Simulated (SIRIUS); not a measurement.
CsBr:

```
Cs Br
1.0
     4.32562    0.00000    0.00000
     0.00000    4.32562    0.00000
     0.00000    0.00000    4.32562
Cs Br
1 1
Direct
  0.00000 0.00000 0.00000
  0.50000 0.50000 0.50000
```

The cell comes from a database or a generator and needn't be the stable form of this composition.

* Program: SIRIUS 7.10.0
* Task: single point
* Functional: PBEsol
* Potentials or basis: PseudoDojo 0.4.1 PBEsol standard (scalar relativistic)
* Cutoff: 686 eV
* Density cutoff: 2743 eV
* k mesh: 6 × 6 × 6
* Occupations: fermi-dirac, width 0.05 eV
* Spin: no spin polarisation

On this cell: pressure -0.8 GPa; largest force zero by symmetry; band gap on the k mesh 4.23 eV.

The same run follows on a disturbed copy (atoms moved at random, drawn with an rms of 0.05 Å):

```
Cs Br
1.0
     4.32562    0.00000    0.00000
     0.00000    4.32562    0.00000
     0.00000    0.00000    4.32562
Cs Br
1 1
Direct
  0.01354 0.99725 0.00118
  0.50733 0.49979 0.49719
```

Q: What changes?

A: The energy moves by +0.2 meV/atom; pressure -0.8 GPa; largest force 0.020 eV/Å; band gap on the k mesh 4.23 eV.

Forces in eV/Å, atoms in the order of the input:
```
Cs  -0.016  0.006 -0.010
Br   0.016 -0.006  0.010
```

Caveats: spin-orbit coupling is left out, which moves the levels of the heavy elements.

A k mesh can miss the band edges.
